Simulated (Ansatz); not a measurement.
Runs of Ansatz 0.2.0 on TiSi2. The structure is orthorhombic, space group Fddd (No. 70). The conventional cell has a = 4.779 Å, b = 8.235 Å, c = 8.526 Å, α = 90.00°, β = 90.00°, γ = 90.00°. Ti (site symmetry 222) is surrounded by 10 Si at 2.55 to 2.78 Å. Around Si (site symmetry 2) lie 5 Si at 2.52 to 2.79 Å and 5 Ti at 2.55 to 2.78 Å. The cell is a database's computed one.

```tsv
task	level	cell	k mesh	cutoff (eV)	points for each segment of the path	gap on the mesh (eV)	pressure (GPa)	relaxed volume (Å³/atom)	largest force (eV/Å)
band structure	r2SCAN	as given	7 × 7 × 7	500	14	none	-0.2	-	0.02
relaxation of cell and atoms	BLYP	relaxed	5 × 5 × 5	420	-	none	0.0	(a)	-
relaxation of cell and atoms	RPBE	relaxed	5 × 5 × 5	420	-	none	0.0	14.43	-
band structure	revPBE	as given	7 × 7 × 7	420	14	none	4.0	-	0.01
band structure	RPBE	as given	7 × 7 × 7	420	14	none	(b)	-	0.01
```

Alike in all rows: potentials or basis Ansatz PAW; no spin polarisation; smearing fermi-dirac 0.05 eV.

**Question.** Estimate the missing entries.

**Answer.** (a) 14.96; (b) 4.7.

Caveats: the PAW data sets come from PBE, with cores solved anew for the run's functional, which leaves a small shift of forces and pressure; the plane-wave basis is chosen anew once the cell has moved, so the energies of steps on either side of that aren't comparable (some runs).

A gap of «none» marks a metal or a gap under the smearing width.

Runs at the PBE level aren't shown here.
